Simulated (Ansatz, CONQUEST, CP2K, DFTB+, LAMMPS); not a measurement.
**InP with crystalline order left by the classical run (72 atoms) in CONQUEST**

Wanted: CONQUEST inputs and outputs for InP with crystalline order left by the classical run (72 atoms), checked against a plane-wave reference.

Method: the method is named at each step, in CONQUEST 1.3.

### 1. The starting structure

The cell holds 72 atoms: 36 In and 36 P. Its edges and angles: a = 12.491 Å, b = 12.491 Å, c = 12.491 Å, α = 90.0°, β = 90.0°, γ = 90.0°. 72 atoms (36 In, 36 P) placed at random at 4.47 g/cm³, melted at 2500 K for 10 ps at fixed volume with the Vashishta potential (Branicio, Rino, Gan and Tsuzuki, J. Phys.: Condens. Matter 21, 095002 (2009)). Quenched from 2500 K to 300 K at 20 K/ps and fixed volume, annealed at 1000 K for 50 ps, held 5 ps, then minimised at fixed cell.

The yardstick, on the same geometry:

```
method                 : Kohn-Sham DFT, PBE, PAW, plane waves (Ansatz 0.2.0); cutoff 420 eV, Γ point, fermi-dirac smearing of 0.05 eV; PAW set soft_2
r.m.s. force component : 0.1616 eV/Å
longest force          : 0.4971 eV/Å
pressure               : -2.486 GPa
SCF cycles             : 10
time                   : 19 s on 4 threads of Intel Xeon Platinum 8559C (Emerald Rapids), shared host
CPU time               : 68 s
```

### 2. PBE, grid 80 Ha

Method: Kohn-Sham DFT, PBE, norm-conserving pseudopotentials, pseudo-atomic orbitals (double zeta with polarisation), diagonalisation.

The .ion files beside the input carry potential, basis and functional.

Conquest_input

```
IO.Title cell
IO.Coordinates coords.dat
IO.FractionalAtomicCoords T
IO.Iprint 1
General.NumberOfSpecies 2
AtomMove.TypeOfRun static
AtomMove.CalcStress T
Grid.GridCutoff 80
DM.SolutionMethod diagon
SC.MaxIters 100
SC.LinearMixingFactor 0.1
SC.KerkerPreCondition T
minE.SCTolerance 1e-06
Diag.kT 0.001837
Diag.MPMesh T
Diag.GammaCentred T
Diag.MPMeshX 1
Diag.MPMeshY 1
Diag.MPMeshZ 1
%block ChemicalSpeciesLabel
1 114.818 In
2 30.974 P
%endblock
```

coords.dat

```
23.604380 0.000000 0.000000
0.000000 23.604380 0.000000
0.000000 0.000000 23.604380
72
0.30389 0.67570 0.46026 1 T T T
0.10719 0.84798 0.29355 1 T T T
0.60604 0.17774 0.95491 1 T T T
0.83449 0.67384 0.45673 1 T T T
0.09918 0.50226 0.62595 1 T T T
0.07301 0.50833 0.29071 1 T T T
0.36665 0.36771 0.48223 1 T T T
0.07563 0.50526 0.95851 1 T T T
0.58838 0.83596 0.62413 1 T T T
0.32866 0.34563 0.12561 1 T T T
0.38041 0.00392 0.45807 1 T T T
0.30961 0.70070 0.81317 1 T T T
0.13594 0.17582 0.95176 1 T T T
0.58096 0.83829 0.95706 1 T T T
0.81250 0.00801 0.79038 1 T T T
0.30852 0.67689 0.12450 1 T T T
0.61037 0.17710 0.62021 1 T T T
0.82060 0.01227 0.12216 1 T T T
0.05579 0.17825 0.28493 1 T T T
0.55825 0.51728 0.29132 1 T T T
0.63619 0.84235 0.29063 1 T T T
0.36911 0.34102 0.78778 1 T T T
0.31880 0.03632 0.15363 1 T T T
0.34333 0.00127 0.78713 1 T T T
0.13054 0.17381 0.61965 1 T T T
0.83140 0.67472 0.79412 1 T T T
0.86027 0.01290 0.45938 1 T T T
0.83458 0.67487 0.12285 1 T T T
0.55730 0.51504 0.95702 1 T T T
0.57912 0.17780 0.28678 1 T T T
0.62634 0.50702 0.62460 1 T T T
0.86172 0.34144 0.45781 1 T T T
0.86020 0.33941 0.79091 1 T T T
0.80233 0.34900 0.12288 1 T T T
0.06353 0.84619 0.95887 1 T T T
0.06256 0.84346 0.62668 1 T T T
0.11378 0.05814 0.12248 2 T T T
0.86885 0.55262 0.28875 2 T T T
0.30578 0.52776 0.60525 2 T T T
0.10194 0.72245 0.79366 2 T T T
0.85914 0.89026 0.95665 2 T T T
0.59629 0.39412 0.12494 2 T T T
0.83211 0.54833 0.62549 2 T T T
0.35020 0.55488 0.95891 2 T T T
0.61691 0.05231 0.12273 2 T T T
0.60840 0.04978 0.78813 2 T T T
0.62672 0.71736 0.79277 2 T T T
0.12174 0.38640 0.12628 2 T T T
0.10475 0.72188 0.12369 2 T T T
0.57189 0.39184 0.45899 2 T T T
0.57186 0.38927 0.78937 2 T T T
0.83908 0.89012 0.29072 2 T T T
0.37225 0.20059 0.27046 2 T T T
0.06847 0.37677 0.79125 2 T T T
0.06589 0.38217 0.45872 2 T T T
0.62996 0.71738 0.45559 2 T T T
[... 12 atom lines left out ...]
0.81468 0.22201 0.62255 2 T T T
0.33893 0.22147 0.95541 2 T T T
0.84883 0.22216 0.28527 2 T T T
0.85763 0.88622 0.62668 2 T T T
```

Started as:

```
$ OMP_NUM_THREADS=1 mpirun -np 2 Conquest > output.txt
```

Numbers of over 12 decimals in the logs are rounded to 6 here.

Conquest_out:

```text
      Simulation cell dimensions:    23.6044 a0 x    23.6044 a0 x    23.6044 a0
        This calculation includes non-local pseudopotentials,
         with a maximum core radius of      8.41238623
    Job title: cell
    Job to be run: static calculation
    Ground state search:
      Support functions represented with PAO basis
      1:1 PAO to SF mapping
      Non-spin-polarised electrons
      Solving for the K matrix using diagonalisation
      Using Fermi-Dirac smearing
    Integration grid size:     96 x   96 x   96
    Integration grid spacing:  0.246 a0 x 0.246 a0 x 0.246 a0
    Number of species:  2
    --------------------------------------------------------
    |   #  mass (au)  Charge (e)  SF Rad (a0)  NSF  Label  |
    --------------------------------------------------------
    |   1    114.818      13.000        8.852   18  In     |
    |   2     30.974       5.000        7.130   13  P      |
    --------------------------------------------------------
          SCF tolerance:                 0.00000100
          SCF iterations:               100
    The calculation will be performed on     2 processes
    The calculation will be performed on     1 thread
    Using the default matrix multiplication kernel
    The functional used will be GGA PBE96
    set_atom_dens: In set_atomic_density, electrons :     648.000000000000
    PulayMixSC: Starting Pulay mixing, A_up =  0.100 A_dn =  0.100
    PulayMixSC: Spin non-polarised calculation.
    PulayMixSC: with Kerker preconditioning, q0 =  0.100
          Harris-Foulkes Energy            :     -2641.078308 Ha
          Free Energy (E-TS)               :     -2641.082760 Ha
    PulayMixSC: Pulay iteration     1 residual:              0.66889E-03
          Harris-Foulkes Energy            :     -2640.858436 Ha
          Free Energy (E-TS)               :     -2640.865302 Ha
    PulayMixSC: Pulay iteration     2 residual:              0.55606E-03
          Harris-Foulkes Energy            :     -2640.418972 Ha
          Free Energy (E-TS)               :     -2640.427222 Ha
    PulayMixSC: Pulay iteration     3 residual:              0.17482E-03
          Harris-Foulkes Energy            :     -2640.412393 Ha
          Free Energy (E-TS)               :     -2640.421005 Ha
    PulayMixSC: Pulay iteration     4 residual:              0.10803E-03
          Harris-Foulkes Energy            :     -2640.410702 Ha
          Free Energy (E-TS)               :     -2640.419243 Ha
    PulayMixSC: Pulay iteration     5 residual:              0.38653E-04
          Harris-Foulkes Energy            :     -2640.410071 Ha
          Free Energy (E-TS)               :     -2640.418563 Ha
    PulayMixSC: Pulay iteration     6 residual:              0.17696E-04
          Harris-Foulkes Energy            :     -2640.410023 Ha
          Free Energy (E-TS)               :     -2640.418485 Ha
    PulayMixSC: Pulay iteration     7 residual:              0.12729E-04
          Harris-Foulkes Energy            :     -2640.409916 Ha
          Free Energy (E-TS)               :     -2640.418407 Ha
    PulayMixSC: Pulay iteration     8 residual:              0.30509E-05
          Harris-Foulkes Energy            :     -2640.409912 Ha
          Free Energy (E-TS)               :     -2640.418405 Ha
    PulayMixSC: Pulay iteration     9 residual:              0.24070E-05
          Harris-Foulkes Energy            :     -2640.409913 Ha
          Free Energy (E-TS)               :     -2640.418402 Ha
    PulayMixSC: Pulay iteration    10 residual:              0.10323E-05
          Harris-Foulkes Energy            :     -2640.409914 Ha
          Free Energy (E-TS)               :     -2640.418402 Ha
    PulayMixSC: Pulay iteration    11 residual:              0.88871E-06
    PulayMixSC: Reached SCF tolerance of  0.88871E-06 after     11 iterations
      | Number of electrons      =       648.001164
      | GS Energy as E-(1/2)TS   =     -2640.414158 Ha
      | Free Energy as E-TS      =     -2640.418402 Ha
      |* Harris-Foulkes energy   =     -2640.409914 Ha
      |* DFT total energy        =     -2640.409915 Ha
    force: Forces on atoms (Ha/a0)
    force:  Atom   X              Y              Z
    force:     1  -0.0014047612   0.0029380585   0.0004566212
    force:     2   0.0007667391  -0.0007534183   0.0003129049
    force:     3  -0.0004638387   0.0006805706  -0.0018547710
    force:     4  -0.0003239217  -0.0021053927  -0.0014896580
    force:     5   0.0028443390  -0.0031988843   0.0004436328
    force:     6  -0.0032672542  -0.0014283881  -0.0030616730
    force:     7   0.0010853507   0.0003211775  -0.0000699526
    force:     8  -0.0022949044  -0.0027478800   0.0005595432
    force:     9  -0.0058539948  -0.0021194125   0.0005550524
    force:    10  -0.0033063974  -0.0011169290  -0.0028384066
    force:    11   0.0022943496   0.0009105455  -0.0023617449
    force:    12  -0.0014541589   0.0009589324  -0.0029522957
    force:    13  -0.0003064474   0.0030540902  -0.0022202216
    force:    14  -0.0053778739  -0.0008751956   0.0002602092
    force:    15  -0.0008116450  -0.0002254501  -0.0004268727
    force:    16  -0.0015897145   0.0018707041  -0.0023826832
    force:    17   0.0020647582  -0.0011875410  -0.0012173285
    force:    18  -0.0023818687   0.0013840353   0.0001587891
    force:    19  -0.0023876339   0.0023268879  -0.0018457335
    force:    20  -0.0025923513   0.0022588504  -0.0015426960
    force:    21  -0.0003724729   0.0028890191   0.0003417590
    force:    22   0.0004429975   0.0003960832  -0.0037374540
    force:    23   0.0009156710   0.0016078084  -0.0012413687
    force:    24  -0.0017594148  -0.0017359737  -0.0005035506
[...]
force:    65   0.0005787890  -0.0010885971  -0.0021316940
    force:    66  -0.0011593700   0.0007541790  -0.0003009560
    force:    67   0.0035426154   0.0049590642   0.0001715399
    force:    68  -0.0008865515   0.0008156871   0.0046205766
    force:    69  -0.0025847928   0.0004082511  -0.0029796383
    force:    70   0.0084280442   0.0030153973   0.0004473581
    force:    71  -0.0029603414   0.0010257698  -0.0061679059
    force:    72   0.0011851854  -0.0019768662   0.0015021533
    force: Maximum force :        0.01082437(Ha/a0) on atom        39 in z direction
    force: Force Residual:        0.00532204 Ha/a0
    force: Total stress:          4.09726429     1.35172314     0.57253075 GPa
    force: Average pressure:     -2.00717273 GPa
    get_E_and_F: Change in energy during last step of electronic optimisation: -0.13529E-05
```

Run time: 3.4 min. Hardware: 2 MPI ranks of Intel Xeon Platinum 8559C (Emerald Rapids), shared host; peak memory 7.5 GiB.

Banners, paths, timers and routine set-up lines are dropped from the logs unmarked, and long logs keep their key lines alone; longer cuts are marked.

Compared with the plane-wave run:

```
r.m.s. force component                  : 0.158 eV/Å
r.m.s. difference of force components   : 44.77 meV/Å
longest difference of force vectors     : 124.4 meV/Å
force difference over r.m.s. force      : 27.71 %
slope of forces against the reference's : 0.9398
correlation of force components         : 0.961
pressure                                : -2.007 GPa
pressure difference                     : 0.4788 GPa
```

This run lies far from the reference in forces at the same functional.

Length of the force difference by element (eV/Å):

```
element  atoms   mean   most
     In     36  0.081   0.12
      P     36  0.071  0.092
```

Local excerpt of 9 atoms (numbers count through the whole input) about In19, picked at random; x, y, z are measured from there.

```
atom      x      y      z  distance (Å)  bonds      Fx      Fy  Fz (eV/Å)
In19   0.00   0.00   0.00          0.00      3  -0.123   0.120     -0.095
 P66   0.12  -1.51   2.14          2.62      3  -0.060   0.039     -0.015
 P37   0.72  -1.50  -2.03          2.63      3  -0.385   0.002     -0.284
 P71  -2.59   0.55   0.00          2.64      3  -0.152   0.053     -0.317
 P55   0.13   2.55   2.17          3.35      3  -0.028  -0.162      0.009
 P48   0.82   2.60  -1.98          3.37      3   0.261   0.268      0.127
In32  -2.42   2.04   2.16          3.83      3   0.206  -0.028      0.103
In27  -2.44  -2.07   2.18          3.87      3  -0.004   0.041      0.047
 P53   3.95   0.28  -0.18          3.97      3   0.097   0.454      0.262
```

Forces lie 28 % from the reference's, at 5.9 times its CPU time (on 2 against 4 cores).

### 3. LDA, grid 80 Ha

Method: Kohn-Sham DFT, LDA, norm-conserving pseudopotentials, pseudo-atomic orbitals (double zeta with polarisation), diagonalisation.

The pseudopotential files are exchanged too: the .ion files are now those for LDA.

Conquest_input is that of step 2.

coords.dat is that of step 2.

Conquest_out:

```text
      Simulation cell dimensions:    23.6044 a0 x    23.6044 a0 x    23.6044 a0
        This calculation includes non-local pseudopotentials,
         with a maximum core radius of      8.31263461
    Job title: cell
    Job to be run: static calculation
    Ground state search:
      Support functions represented with PAO basis
      1:1 PAO to SF mapping
      Non-spin-polarised electrons
[... lines left out ...]
      Using Fermi-Dirac smearing
[... lines left out ...]
          Free Energy (E-TS)               :     -2634.539840 Ha
[... lines left out ...]
          Free Energy (E-TS)               :     -2634.345142 Ha
[... lines left out ...]
          Free Energy (E-TS)               :     -2633.946348 Ha
[... lines left out ...]
          Free Energy (E-TS)               :     -2633.927521 Ha
[... lines left out ...]
          Free Energy (E-TS)               :     -2633.927516 Ha
[... lines left out ...]
      | Number of electrons      =       648.001156
      | GS Energy as E-(1/2)TS   =     -2633.922759 Ha
      | Free Energy as E-TS      =     -2633.927516 Ha
      |* Harris-Foulkes energy   =     -2633.918002 Ha
      |* DFT total energy        =     -2633.918001 Ha
    force: Forces on atoms (Ha/a0)
    force:  Atom   X              Y              Z
    force:     1  -0.0043533865   0.0003225034   0.0000445970
    force:     2   0.0035700037  -0.0034918048   0.0003036833
    force:     3   0.0028146944  -0.0008102433  -0.0017537028
[...]
force:    71  -0.0007970167   0.0027581832  -0.0059999704
    force:    72   0.0031938337  -0.0001608735   0.0011417758
    force: Maximum force :        0.00819871(Ha/a0) on atom        64 in x direction
    force: Force Residual:        0.00602257 Ha/a0
    force: Total stress:          7.80039791     4.88917531     4.45234019 GPa
    force: Average pressure:     -5.71397113 GPa
    get_E_and_F: Change in energy during last step of electronic optimisation:  0.55744E-05
```

It took 2.9 min on 2 MPI ranks; peak memory 7 GiB; 5.7 min of CPU time.

Against the reference:

* r.m.s. force component: 0.1788 eV/Å
* r.m.s. difference of force components: 63.65 meV/Å
* longest difference of force vectors: 186.1 meV/Å
* force difference over r.m.s. force: 39.4 %
* slope of forces against the reference's: 1.035
* correlation of force components: 0.9351
* pressure: -5.714 GPa
* pressure difference: -3.228 GPa

Against the first run (28 %), the force difference from the reference is 39 %, at 0.85 times the CPU time; the model has changed, so this is no error of the program alone.

(Continued in part 2 of 2.)

[Also dropped from logs without a mark: logging warnings of Python, and SIESTA's first energy breakdown and zero terms.]

[Logs are printed without paths, hosts, clocks, repeated set-up lines and the standing remarks that a program may print on its own settings, such as how far it seeks lower states.]

[Hosts, paths, dates, database ids (printed as entryN), source tags and the programs' standing remarks are cut or masked in the printed files.]
